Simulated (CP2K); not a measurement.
Crystal: CuI (Marshite).

```
CELL_PARAMETERS angstrom
4.28719 0.00000 0.00000
2.14359 3.71281 0.00000
2.14359 1.23760 3.50047
ATOMIC_POSITIONS crystal
I 0.00000 0.00000 0.00000
Cu 0.75000 0.75000 0.75000
```

Base run:

```yaml
Program: CP2K 2026.2
Functional: PBE
Potentials_or_basis: GTH_POTENTIALS I GTH-PBE-q7, Cu GTH-PBE-q11; DZVP-MOLOPT-SR-GTH basis
Density_cutoff: 6123 eV
k_mesh: 6 × 6 × 6
Occupations: fermi-dirac, width 0.05 eV
Spin: no spin polarisation
Hubbard_terms: Cu d U = 4.0 eV
```

Its results: band gap on the k mesh 2.33 eV, direct.

Problem. The run is repeated on the same cell with these changes: hubbard terms from Cu d U = 4.0 eV to Cu d U = 8.0 eV. What comes out?

Solution. Band gap on the k mesh 2.95 eV, direct.

Caveats: the U term came out negative, which shows unphysical Mulliken occupations; this program's U acts on Mulliken populations of all basis functions of the shell, so it isn't the U of plane-wave codes; energies scatter by some meV and the pressure isn't listed; spin-orbit coupling is left out, which moves the levels of the heavy elements; the basis of atomic orbitals isn't converged, which shifts pressures, moduli and gaps.

